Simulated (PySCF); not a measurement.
Molecule: `InChI=1S/C4H6O/c1-3-4(2)5/h3H,1H2,2H3`.

Molfile (atoms numbered from 1):
```
C4H6O
     RDKit          3D

 11 10  0  0  0  0  0  0  0  0999 V2000
    1.5015   -0.7332   -0.1547 C   0  0  0  0  0  0  0  0  0  0  0  0
    1.0363    0.5148   -0.0449 C   0  0  0  0  0  0  0  0  0  0  0  0
   -0.3952    0.8949    0.0906 C   0  0  0  0  0  0  0  0  0  0  0  0
   -1.4437   -0.1911    0.1015 C   0  0  0  0  0  0  0  0  0  0  0  0
   -0.6954    2.0659    0.1763 O   0  0  0  0  0  0  0  0  0  0  0  0
    0.8352   -1.6005   -0.1521 H   0  0  0  0  0  0  0  0  0  0  0  0
    2.5714   -0.9355   -0.2531 H   0  0  0  0  0  0  0  0  0  0  0  0
    1.7150    1.3738   -0.0520 H   0  0  0  0  0  0  0  0  0  0  0  0
   -2.4194    0.2639    0.3099 H   0  0  0  0  0  0  0  0  0  0  0  0
   -1.2237   -0.9600    0.8570 H   0  0  0  0  0  0  0  0  0  0  0  0
   -1.4820   -0.6929   -0.8785 H   0  0  0  0  0  0  0  0  0  0  0  0
  1  2  2  0
  2  3  1  0
  3  4  1  0
  3  5  2  0
  1  6  1  0
  1  7  1  0
  2  8  1  0
  4  9  1  0
  4 10  1  0
  4 11  1  0
M  END
```

Spin–spin couplings on one PBE0-D3(BJ)/def2-SVP geometry, PySCF 2.14.0 with density-fitted response routines, gas phase, non-relativistic, equivalent pairs averaged (without the spin–dipole term); isotopes ¹H; basis pcJ-1.

Reference values (Hz): ³J(H8,H7) = 10.7 (measured; solution (compiled); Pretsch, Buehlmann, Badertscher, Structure Determination of Organic Compounds, 4th ed., Springer 2009); ³J(H8,H6) = 18.7 (measured; solution (compiled); Pretsch, Buehlmann, Badertscher, Structure Determination of Organic Compounds, 4th ed., Springer 2009); ²J(H6,H7) = 1.3 (measured; solution (compiled); Pretsch, Buehlmann, Badertscher, Structure Determination of Organic Compounds, 4th ed., Springer 2009).

How do the couplings (Hz) change with the functional? Times are CPU seconds on shared hosts with different chips, so compare them loosely.

## Answers


```tsv
functional	functions	³J(H8,H7)	³J(H8,H6)	²J(H6,H7)	mean abs. error	core-s
LDA	195	9.4	14.6	1.8	2.0	19
PBE	195	11.2	18.6	1.4	0.2	26
KT2	195	14.0	24.9	-0.3	3.5	26
B3LYP	195	12.4	20.0	1.0	1.1	17
PBE0	195	12.3	19.7	-1.1	0.9	26
B97-2	195	10.9	17.6	0.0	0.8	25
BHandHLYP	195	14.9	22.8	-2.8	3.3	17
CAM-B3LYP	195	12.9	19.9	0.1	1.5	34
```

Errors compare magnitudes, without vibrational corrections, and the largest couplings weigh most in the mean. Closest: PBE; furthest: KT2. Left out for a near triplet instability: HF/pcJ-1.
